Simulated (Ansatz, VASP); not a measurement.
AlRu in VASP and in Ansatz

```xyz
2
Lattice="2.9916 0.0000 0.0000 0.0000 2.9916 0.0000 0.0000 0.0000 2.9916" Properties=species:S:1:pos:R:3 pbc="T T T"
Ru    1.4958    1.4958    1.4958
Al    0.0000    0.0000    0.0000
```

Alike in both runs: task relaxation of cell and atoms; functional BLYP; k mesh 9 × 9 × 9; occupations fermi-dirac, width 0.05 eV; no spin polarisation.

```csv
,VASP,Ansatz
version,VASP 6.6.1,Ansatz 0.2.0
potentials or method,"VASP PAW PBE potentials, release 64 (Ru_pv, Al)",Ansatz PAW
plane-wave cutoff (eV),600,420
valence electrons in the cell,17,19
```

Ansatz gave:

```
gap on the k mesh at the Fermi level, each at its own relaxed structure (eV) : none
relaxed volume (Å³/atom)                                                     : 14.00
relaxed cell length with the largest relative difference (Å)                 : 3.037
energy change over the relaxation (meV/atom)                                 : -17
```

**Question.** Which values does VASP return?

**Answer.** gap on the k mesh at the Fermi level, each at its own relaxed structure (eV): none; relaxed volume (Å³/atom): 14.04; relaxed cell length with the largest relative difference (Å): 3.039; energy change over the relaxation (meV/atom): -19.

A gap of «none» marks a metal or a gap that the smearing closes. The two sets of potentials don't hold the same shells in valence.

Caveats: the PAW data sets were made with another functional, which shifts forces and pressure a little (VASP); the plane-wave basis is chosen anew once the cell has moved, so the energies of steps on either side of that aren't comparable (Ansatz); the PAW data sets come from PBE, with cores solved anew for the run's functional, which leaves a small shift of forces and pressure (Ansatz). BLYP gives volumes clearly too large for solids. Zero-point motion and thermal expansion aren't in these numbers.
